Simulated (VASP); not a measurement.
Write the native input for VASP 6.6.1 that does the following.

```yaml
Task: relaxation of cell and atoms
Functional: PBE
Dispersion: D3(BJ)
Potentials_or_basis: VASP PAW PBE potentials, release 64 (Si, C)
Cutoff: 600 eV
k_mesh: 12 × 12 × 1
Occupations: gaussian, width 0.03 eV
Spin: no spin polarisation
Dipole_correction: no
Further_INCAR_settings: ALGO = Normal; EDIFF = 1e-06; IBRION = 2; EDIFFG = -0.005; NSW = 60; ISIF = 3
```

The structure of SiC lies in POSCAR:

```
SiC
1.0
    3.0900000000      0.0000000000      0.0000000000
   -1.5450000000      2.6760185000      0.0000000000
    0.0000000000      0.0000000000     16.0000000000
Si C
1 1
Direct
    0.3333330000      0.6666670000      0.5000000000
    0.6666670000      0.3333330000      0.5000000000
```

The cell was built by a generator and needn't be a form met in nature.

The input as run:

INCAR

```
  ALGO = Normal
  EDIFF = 1E-6
  EDIFFG = -0.005
  ENCUT = 600
  GGA = PE
  IBRION = 2
  ISIF = 3
  ISMEAR = 0
  IVDW = 12
  KPAR = 4
  LASPH = T
  LATTICE_CONSTRAINTS = .TRUE. .TRUE. .FALSE.
  LCHARG = F
  LREAL = F
  LWAVE = F
  NELM = 120
  NSW = 60
  PREC = Accurate
  SIGMA = 0.03
```

KPOINTS

```
k-points
0
Gamma
  12 12 1
```

Potentials or basis: VASP PAW PBE potentials, release 64 (Si, C).

Command:

```sh
$ cat potpaw_PBE.64/Si/POTCAR potpaw_PBE.64/C/POTCAR > POTCAR
$ mpirun -np 4 vasp_std > vasp.out
```

Results of the run:

| Quantity | Value |
| --- | --- |
| Relaxed volume | 66.16 Å³/atom |
| Relaxed cell | a = 3.090 Å, b = 3.090 Å, c = 16.000 Å, α = 90.00°, β = 90.00°, γ = 120.00° |
| Space group after relaxing (to 0.05 Å) | P-6m2 (No. 187) |
| Energy gained by relaxing | 0.0 meV/atom |
| Ionic steps | 3 |
| Band gap on the k mesh | 2.55 eV, indirect (least direct gap 2.57 eV) |
| Dispersion energy per atom | -0.122 eV |

Run time: 27 s on 4 MPI ranks on Intel(R) Xeon(R) Platinum 8488C (Sapphire Rapids), with other jobs on the host, peak memory 0.31 GiB a rank.
